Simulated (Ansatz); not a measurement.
## Random displacements in SnO2

The calculation used Ansatz, DFT LDA, scalar-relativistic, plane waves, PAW. The runs took a 420 eV cutoff, a Γ-centred 10×10×10 mesh and Gaussian smearing (0.05 eV). No spin polarisation. Energies are free energies at this smearing, counted from the undisturbed cell; pressure is positive in compression.

The undisturbed cell (as given, not relaxed at this level; this form isn't the usual structure):

```yaml
crystal:
  lattice:
    - [-2.00007, 2.00007, 5.12368]
    - [2.00007, -2.00007, 5.12368]
    - [2.00007, 2.00007, -5.12368]
  atoms:
    - { symbol: Sn, position: [0.75000, 0.25000, 0.50000] }
    - { symbol: Sn, position: [0.00000, 0.00000, 0.00000] }
    - { symbol: O, position: [0.79652, 0.79652, 0.00000] }
    - { symbol: O, position: [0.95348, 0.45348, 0.50000] }
    - { symbol: O, position: [0.20348, 0.20348, 0.00000] }
    - { symbol: O, position: [0.54652, 0.04652, 0.50000] }
```

The atoms are displaced (Å, in the unstrained cell):

```tsv
atom	ux	uy	uz
Sn1	0.254	0.140	0.434
Sn2	0.251	0.294	0.005
O3	-0.246	0.536	0.139
O4	0.015	0.002	0.171
O5	-0.426	-0.575	-0.400
O6	0.152	-0.398	-0.349
```

The cell is not strained.

**Question.** What are the energy change, the stress and the forces?

**Answer.** ΔE = 3837.8 meV/atom; stress (xx, yy, zz, yz, xz, xy; compression positive) (94.65, 200.49, 33.78, 24.02, -2.69, -3.27) GPa; gap on the mesh 0.10 eV.
```
atom Fx (eV/Å) Fy Fz
 Sn1     -21.05   -4.84  -8.64
 Sn2       0.62  -77.07  -2.85
  O3      21.68    3.56   0.64
  O4       4.04   -2.44   1.17
  O5       0.39    1.35   1.63
  O6      -5.68   79.44   8.05
```

Cost: 1 run of about 2.4 core-minutes, on Oxide Virtual Turin-like Processor (Zen 5) (shared hosts).